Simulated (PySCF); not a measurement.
The vertical singlet excitations below were computed for one of the candidates. The calculation used PySCF, TDDFT CAM-B3LYP/def2-SVPD, vertical, gas phase, core orbitals frozen in the response. Geometries: PBE0-D3(BJ)/def2-SVP, one conformer each. Relativistic effects are left out although some hold elements past zinc.

```json
{"state": "S1", "E (eV)": "4.19", "f": "0.012", "main configurations (H = HOMO, L = LUMO)": "H→L (65%), H-1→L (32%)"}
{"state": "S2", "E (eV)": "5.16", "f": "0.0088", "main configurations (H = HOMO, L = LUMO)": "H-1→L (57%), H→L (30%)"}
{"state": "S3", "E (eV)": "5.88", "f": "0.024", "main configurations (H = HOMO, L = LUMO)": "H→L+1 (85%)"}
{"state": "S4", "E (eV)": "6.36", "f": "0.025", "main configurations (H = HOMO, L = LUMO)": "H→L+2 (78%)"}
{"state": "S5", "E (eV)": "6.55", "f": "0.0086", "main configurations (H = HOMO, L = LUMO)": "H→L+3 (62%), H→L+5 (18%)"}
{"state": "S6", "E (eV)": "6.67", "f": "0.0060", "main configurations (H = HOMO, L = LUMO)": "H→L+4 (49%), H→L+5 (25%), H→L+6 (9%)"}
{"state": "S7", "E (eV)": "6.81", "f": "0.0063", "main configurations (H = HOMO, L = LUMO)": "H→L+5 (41%), H→L+4 (29%), H→L+3 (18%)"}
{"state": "S8", "E (eV)": "7.01", "f": "0.025", "main configurations (H = HOMO, L = LUMO)": "H→L+6 (67%), H→L+5 (9%)"}
{"state": "S9", "E (eV)": "7.19", "f": "0.0048", "main configurations (H = HOMO, L = LUMO)": "H→L+7 (42%), H-1→L+1 (21%), H-1→L+2 (14%)"}
{"state": "S10", "E (eV)": "7.47", "f": "0.026", "main configurations (H = HOMO, L = LUMO)": "H→L+7 (28%), H-5→L (13%), H→L+8 (10%)"}
```

Triplets computed (Tamm–Dancoff): 3.49, 4.67, 5.00, 5.75 eV.

Orbital energies (eV): HOMO-3 -10.85, HOMO-2 -10.57, HOMO-1 -8.94, HOMO -7.42, LUMO 0.17, LUMO+1 1.19, LUMO+2 1.63.

Problem. Which structure fits?
A. `C1=C[C@H]2CC[C@@H]1C2`
B. `N(=[CH]\[GeH2][N](C)C)/[H]`
C. `N#C/C=C\Cl`

Solution. B. Its S1, at 4.19 eV, is the lowest among the candidates; the nearest of the others has S1 at 5.83 eV. S1 is HOMO→LUMO (65%), HOMO-1→LUMO (32%). Löwdin shares by element: HOMO nitrogen 50% or more, carbon 22% (atoms not listed hold the other 28%); LUMO carbon 33% or more, nitrogen 32% or more, germanium 14%, hydrogen 6% or more (atoms not listed hold the other 15%). At the same level the other candidates give, for their lowest levels:
- `N#C/C=C\Cl`: 5.83 eV (f 0.336); 6.31 eV (f 0.000); 6.46 eV (f 0.000); 6.74 eV (f 0.000); 7.22 eV (f 0.000); T1 3.45 eV; HOMO -9.47, LUMO -0.93 eV
- `C1=C[C@H]2CC[C@@H]1C2`: 6.57 eV (f 0.129); 6.77 eV (f 0.037); 7.62 eV (f 0.011); 7.64 eV (f 0.001); 7.65 eV (f 0.001); T1 4.05 eV; HOMO -8.16, LUMO 1.39 eV

Shape of the structure used: `[H]/[N:6]=[CH:5]/[GeH2:4][N:2]([CH3:1])[CH3:3]`: C1–N2–Ge4–C5 -70°, N2–Ge4–C5–N6 97°.
